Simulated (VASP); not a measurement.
# Al2O3 (P-3m1) in VASP: a series of runs, part 3 of 4

VASP 6.6.1.

**4. Core levels, PBE**

INCAR reads:

```
PREC = Accurate
ENCUT = 520
EDIFF = 1E-7
ISMEAR = 0
SIGMA = 0.02
LREAL = False
LASPH = True
NELM = 80
ALGO = Normal
ISIF = 2
LWAVE = False
LCHARG = False
GGA = PE
ICORELEVEL = 1
```

KPOINTS reads:

```
regular mesh
0
Gamma
  10 10 4
```

POSCAR reads:

```
Al2O3
1.0
    3.0174825440      0.0000000000      0.0000000000
   -1.5087412720      2.6132165386      0.0000000000
    0.0000000000      0.0000000000      7.5746360022
Al O
2 3
Direct
    0.0000000000      0.0000000000      0.7220490000
    0.0000000000      0.0000000000      0.2779510000
    0.0000000000      0.0000000000      0.5000000000
    0.6666666667      0.3333333333      0.8005460000
    0.3333333333      0.6666666667      0.1994540000
```

Potentials or basis: VASP PAW PBE potentials, release 64 (Al, O).

Started as:

```
$ cat potpaw_PBE.64/Al/POTCAR potpaw_PBE.64/O/POTCAR > POTCAR
$ mpirun -np 1 vasp_std > vasp.out
```

OUTCAR:

```text
PREC = Accurate
   ENCUT = 520
   EDIFF = 1E-7
   ISMEAR = 0
   LREAL = False
   LASPH = True
   NELM = 80
   ISIF = 2
   GGA = PE

 ion  position               nearest neighbor table
   1  0.000  0.000  0.722-   3 1.68   4 1.84   4 1.84   4 1.84   2 3.36
   2  0.000  0.000  0.278-   3 1.68   5 1.84   5 1.84   5 1.84   1 3.36
   3  0.000  0.000  0.500-   1 1.68   2 1.68
   4  0.667  0.333  0.801-   1 1.84   1 1.84   1 1.84
   5  0.333  0.667  0.199-   2 1.84   2 1.84   2 1.84

  LATTYP: Found a hexagonal cell.
 ALAT       =     3.0174825440
 C/A-ratio  =     2.5102501478

  Lattice vectors:

 A1 = (   3.0174825440,   0.0000000000,   0.0000000000)
 A2 = (  -1.5087412720,   2.6132165386,   0.0000000000)
 A3 = (   0.0000000000,   0.0000000000,   7.5746360022)

Analysis of symmetry for initial positions (statically):
=====================================================================
 Subroutine PRICEL returns:
 Original cell was already a primitive cell.

 Routine SETGRP: Setting up the symmetry group for a
 hexagonal supercell.

 Subroutine GETGRP returns: Found 12 space group operations
 (whereof 12 operations were pure point group operations)
 out of a pool of 24 trial point group operations.

The static configuration has the point symmetry D_3d.

Analysis of symmetry for dynamics (positions and initial velocities):
=====================================================================
 Subroutine PRICEL returns:
 Original cell was already a primitive cell.

 Routine SETGRP: Setting up the symmetry group for a
 hexagonal supercell.

 Subroutine GETGRP returns: Found 12 space group operations
 (whereof 12 operations were pure point group operations)
 out of a pool of 24 trial point group operations.

The dynamic configuration has the point symmetry D_3d.

 Subroutine INISYM returns: Found 12 space group operations
 (whereof 12 operations are pure point group operations),
 and found     1 'primitive' translations

----------------------------------------------------------------------------------------

                                     Primitive cell

  volume of cell :      59.7285

  direct lattice vectors                    reciprocal lattice vectors
     3.017482544  0.000000000  0.000000000     0.331402083  0.191335082  0.000000000
    -1.508741272  2.613216539  0.000000000     0.000000000  0.382670163  0.000000000
     0.000000000  0.000000000  7.574636002     0.000000000  0.000000000  0.132019545

  length of vectors
     3.017482544  3.017482544  7.574636002     0.382670163  0.382670163  0.132019545

  position of ions in fractional coordinates (direct lattice)
     0.000000000  0.000000000  0.722049000
     0.000000000  0.000000000  0.277951000
     0.000000000  0.000000000  0.500000000
     0.666666667  0.333333333  0.800546000
     0.333333333  0.666666667  0.199454000

  ion indices of the primitive-cell ions
   primitive index   ion index
                 1           1
                 2           2
                 3           3
                 4           4
                 5           5

[... 50 lines left out ...]
  0.000000  0.400000  0.250000      6.000000
  0.500000  0.000000  0.250000      6.000000
 [... further k-points ...]
   k-points           NKPTS =     50   k-points in BZ     NKDIM =     50   number of bands    NBANDS=     16
   number of dos      NEDOS =    301   number of ions     NIONS =      5
   total plane-waves  NPLWV =  32256
   dimension x,y,z NGX =    24 NGY =   24 NGZ =   56
   dimension x,y,z NGXF=    48 NGYF=   48 NGZF=  112
   ions per type =               2   3
   NGX,Y,Z   is equivalent  to a cutoff of  13.22, 13.22, 12.29 a.u.
   NGXF,Y,Z  is equivalent  to a cutoff of  26.45, 26.45, 24.58 a.u.
 SYSTEM =  unknown system
   PREC   = accura    normal or accurate (medium, high low for compatibility)
   ISTART =      0    job   : 0-new  1-cont  2-samecut
   ICHARG =      2    charge: 1-file 2-atom 10-const
   ISPIN  =      1    spin polarized calculation?
   LNONCOLLINEAR =      F non collinear calculations
   LSORBIT =      F    spin-orbit coupling
   LASPH  =      T    aspherical Exc in radial PAW
   ENCUT  =  520.0 eV  38.22 Ry    6.18 a.u.   5.61  5.61 14.08*2*pi/ulx,y,z
   NELM   =     80;   NELMIN=  2; NELMDL= -5     # of ELM steps
   EDIFF  = 0.1E-06   stopping-criterion for ELM
   LREAL  =      F    real-space projection
   EDIFFG = 0.1E-05   stopping-criterion for IOM
   NSW    =      0    number of steps for IOM
   IBRION =     -1    ionic relax: 0-MD 1-quasi-New 2-CG
   NFREE  =      0    steps in history (QN), initial steepest desc. (CG)
   ISIF   =      2    stress and relaxation
   ISYM   =      2    0-nonsym 1-usesym 2-fastsym
   POTIM  = 0.5000    time-step for ionic-motion
   TEBEG  =    0.0;   TEEND  =   0.0 temperature during run
   PSTRESS=    0.0 pullay stress
   NELECT =      24.0000    total number of electrons
   NUPDOWN=      -1.0000    fix difference up-down
   EMIN   =  10.00;   EMAX   =-10.00  energy-range for DOS
   EFERMI =   0.00;   METHOD = LEGACY
   ISMEAR =     0;   SIGMA  =   0.02  broadening in eV -4-tet -1-fermi 0-gaus
   EFERMI_NEDOS =   21; number of points for ismear=-14 and -15
   IALGO  =     38    algorithm
   IMIX   =      4    mixing-type and parameters
     AMIX     =   0.40;   BMIX     =  1.00
     AMIX_MAG =   1.60;   BMIX_MAG =  1.00
  volume/ion in A,a.u.               =      11.95        80.61
  Fermi-wavevector in a.u.,A,eV,Ry     =   1.208049  2.282882 19.856107  1.459383
  Thomas-Fermi vector in A             =   2.343669
   LORBIT       =      0    0 simple, 1 ext, 2 COOP (PROOUT), +10 PAW based schemes
   GGA     = PE    functional components
   LHFCALC =     F    Hartree Fock is set to
   AEXX    =    0.0000 exact exchange contribution
   IVDW    =     0    specifies the selected vdW correction
   LEPSILON=     F    determine dielectric tensor
   LRPA    =     F    only Hartree local field effects (RPA)
 non-spin polarized calculation
 Gauss-broadening in eV      SIGMA  =   0.02
  energy-cutoff  :      520.00
  volume of cell :       59.73
 maximum number of plane-waves:      1632
 NGX is ok and might be reduce to    24
   NGX = 11   NGY = 11   NGZ = 29

 number of electron      24.0000012 magnetization

 Free energy of the ion-electron system (eV)
  ---------------------------------------------------
  ext. energy  EPLUGINS =         0.00000000
  ---------------------------------------------------
  free energy    TOTEN  =       -36.19195444 eV

  energy without entropy =      -36.19195444  energy(sigma->0) =      -36.19195444

 the core state eigenenergies are
   1-  1s  -1500.8566  2s    -98.1105  2p    -59.5657
   2-  1s  -1500.8566  2s    -98.1105  2p    -59.5657
   3-  1s   -499.2037
   4-  1s   -501.7546
   5-  1s   -501.7546

 E-fermi :   3.9767     XC(G=0):  -9.7007

 val. band max:        3.8603103486   @ k =   0.0000   0.0000   0.0000
 cond. band min:       6.1465040275   @ k =   0.0000   0.0000   0.0000
 fundamental gap:      2.2861936789
 Fermi energy:         3.9766628113

 k-point     1 :       0.0000    0.0000    0.0000
  band No.  band energies     occupation
      1     -15.7728      2.00000
      2     -15.5828      2.00000
      3     -13.0118      2.00000
      4      -1.9968      2.00000
      5      -0.6364      2.00000
      6       0.1166      2.00000
[... 264 lines left out ...]
      5      -0.2998      2.00000
      6       0.1135      2.00000
[... 8 lines left out ...]
     15      11.5024      0.00000
     16      13.3192      0.00000

 k-point    16 :       0.1000    0.0000    0.2500

------------------------ aborting loop because EDIFF is reached ----------------------------------------

  FORCE on cell =-STRESS in cart. coord.  units (eV):
  Direction    XX          YY          ZZ          XY          YZ          ZX
  --------------------------------------------------------------------------------------
  -------------------------------------------------------------------------------------
  Total       -0.2652843     -0.2652843     -0.0789071      0.0000000     -0.0000000      0.0000000
  in kB       -7.1160711     -7.1160711     -2.1166285      0.0000000     -0.0000000      0.0000000
  external PRESSURE =      -5.4495902 kB  Pullay stress =       0.0000000 kB

 VOLUME and BASIS-vectors are now :
 -----------------------------------------------------------------------------
  energy-cutoff  :      520.00
  volume of cell :       59.73
      direct lattice vectors                 reciprocal lattice vectors
     3.017482544  0.000000000  0.000000000     0.331402083  0.191335082  0.000000000
    -1.508741272  2.613216539  0.000000000     0.000000000  0.382670163  0.000000000
     0.000000000  0.000000000  7.574636002     0.000000000  0.000000000  0.132019545

 POSITION                                       TOTAL-FORCE (eV/Angst)
 -----------------------------------------------------------------------------------
      0.00000      0.00000      5.46926        -0.000000     -0.000000     -0.075812
      0.00000      0.00000      2.10538         0.000000      0.000000      0.075812
      0.00000      0.00000      3.78732        -0.000000      0.000000      0.000000
      1.50874      0.87107      6.06384        -0.000000      0.000000     -0.091255
     -0.00000      1.74214      1.51079         0.000000      0.000000      0.091255
 -----------------------------------------------------------------------------------
    total drift:                                0.000000      0.000000     -0.000000

  FREE ENERGIE OF THE ION-ELECTRON SYSTEM (eV)
  ---------------------------------------------------
  free  energy   TOTEN  =       -36.1919544442 eV

  energy  without entropy=      -36.1919544442  energy(sigma->0) =      -36.19195444
```

OSZICAR:

```text
N       E                     dE             d eps       ncg     rms          rms(c)
DAV:   1     0.121529278133E+03    0.12153E+03   -0.12901E+04  1600   0.136E+03
DAV:   2    -0.350031846441E+02   -0.15653E+03   -0.15274E+03  2080   0.278E+02
DAV:   3    -0.417173232733E+02   -0.67141E+01   -0.67053E+01  2072   0.697E+01
DAV:   4    -0.417644881485E+02   -0.47165E-01   -0.47161E-01  2136   0.616E+00
DAV:   5    -0.417650950374E+02   -0.60689E-03   -0.60688E-03  2072   0.642E-01    0.138E+01
DAV:   6    -0.363216913388E+02    0.54434E+01   -0.24619E+01  1640   0.365E+01    0.516E+00
DAV:   7    -0.362419767643E+02    0.79715E-01   -0.41154E-01  2256   0.616E+00    0.269E+00
DAV:   8    -0.361927395982E+02    0.49237E-01   -0.10871E-01  2216   0.349E+00    0.810E-01
DAV:   9    -0.361903136155E+02    0.24260E-02   -0.46033E-02  2216   0.216E+00    0.270E-01
DAV:  10    -0.361916854659E+02   -0.13719E-02   -0.51546E-03  1952   0.620E-01    0.156E-01
DAV:  11    -0.361919553791E+02   -0.26991E-03   -0.11339E-03  1824   0.258E-01    0.322E-02
DAV:  12    -0.361919489856E+02    0.63936E-05   -0.15777E-04  2296   0.111E-01    0.981E-03
DAV:  13    -0.361919536218E+02   -0.46363E-05   -0.23798E-05  1824   0.436E-02    0.607E-03
DAV:  14    -0.361919542924E+02   -0.67057E-06   -0.23314E-06  2184   0.138E-02    0.174E-03
DAV:  15    -0.361919544394E+02   -0.14701E-06   -0.10837E-07  1552   0.301E-03    0.400E-04
DAV:  16    -0.361919544442E+02   -0.48290E-08   -0.17131E-08  1120   0.119E-03
   1 F= -.36191954E+02 E0= -.36191954E+02  d E =-.409079E-18
```

stdout:

```text
POSCAR found type information on POSCAR AlO
 POSCAR found :  2 types and       5 ions
 scaLAPACK will be used
 LDA part: xc-table for (Slater+PW92), standard interpolation
 POSCAR, INCAR and KPOINTS ok, starting setup
 FFT: planning ... GRIDC
 FFT: planning ... GRID_SOFT
 FFT: planning ... GRID
 WAVECAR not read
 entering main loop
```

It took 19 s on 1 thread of Intel Xeon 6975P-C (Granite Rapids), shared host; peak memory 0.19 GiB.

Results:

```
Free energy            : -36.1920 eV
Pressure               : -0.5 GPa
Largest force          : 0.091 eV/Å
Band gap on the k mesh : 2.29 eV, direct
```

Forces in eV/Å, atoms in the order of the input:
```
Al   0.000  0.000 -0.076
Al   0.000  0.000  0.076
O    0.000  0.000  0.000
O    0.000  0.000 -0.091
O    0.000  0.000  0.091
```

Core levels (eV, on the scale of the bands):
| atom | levels |
| --- | --- |
| 1 Al | 1s -1500.9, 2s -98.1, 2p -59.6 |
| 2 Al | 1s -1500.9, 2s -98.1, 2p -59.6 |
| 3 O | 1s -499.2 |
| 4 O | 1s -501.8 |
| 5 O | 1s -501.8 |

A k mesh can miss the band edges. As with any semilocal functional, this PBE gap is likely too small.

(Continued in part 4 of 4.)
